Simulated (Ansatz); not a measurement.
# Fe (Fe, fcc): the cost of one run

Method: DFT r2SCAN, plane waves (500 eV) with PAW, scalar-relativistic; PBE-made PAW files, in Ansatz 0.2.0.

## Step 1: The system as given

Symmetry: Fm-3m, No. 225, cubic system. Conventional cell: a = 3.612 Å, b = 3.612 Å, c = 3.612 Å, α = 90.00°, β = 90.00°, γ = 90.00°. Fe (site symmetry m-3m) has 12 Fe at 2.55 Å as nearest neighbours.

Coordinates:

```xyz
2
Lattice="2.5538 0.0000 0.0000 0.0000 2.5538 0.0000 0.0000 0.0000 3.6116" Properties=species:S:1:pos:R:3 pbc="T T T"
Fe    0.0000    0.0000    0.0000
Fe    1.2769    1.2769    1.8058
```

The atoms start with moments of +2.5, -2.5 μB.

## Step 2: Relaxation of the cell

input.yaml

```yaml
crystal:
  lattice:
    - [2.5537611755, 0.0, 0.0]
    - [0.0, 2.5537611755, 0.0]
    - [0.0, 0.0, 3.6115636895]
  atoms:
    - { symbol: Fe, position: [0.0, 0.0, 0.0], spin: 2.5 }
    - { symbol: Fe, position: [0.5, 0.5, 0.5], spin: -2.5 }
hamiltonian:
  xc: r2scan
  pseudopotentials:
    kind: paw
    azcp:
      Fe: "pseudopotentials/Fe.paw.azcp"
basis:
  ecutwfc: 500
  fft_grid_basis: typed
kpoints:
  mp_grid: { grid: [12, 12, 9], shift: [0, 0, 0] }
magnetization:
  spin_polarized: true
scf:
  occupations: { method: fermi_dirac, width: 0.05 }
relax:
  max_steps: 60
  f_tol: 0.01
  cell: {}
```

Command:

```
$ ansatz run input.yaml --threads 1 --pin off --max-ram 3584MiB --backend cpu --events-out ev --progress --plain --runs-dir out
```

What time and memory should one allow on 1 thread of Intel Xeon Platinum 8259CL at 2.50GHz (Skylake/Cascade Lake), shared host?

About 4.9 min, with a peak of 0.61 GiB.
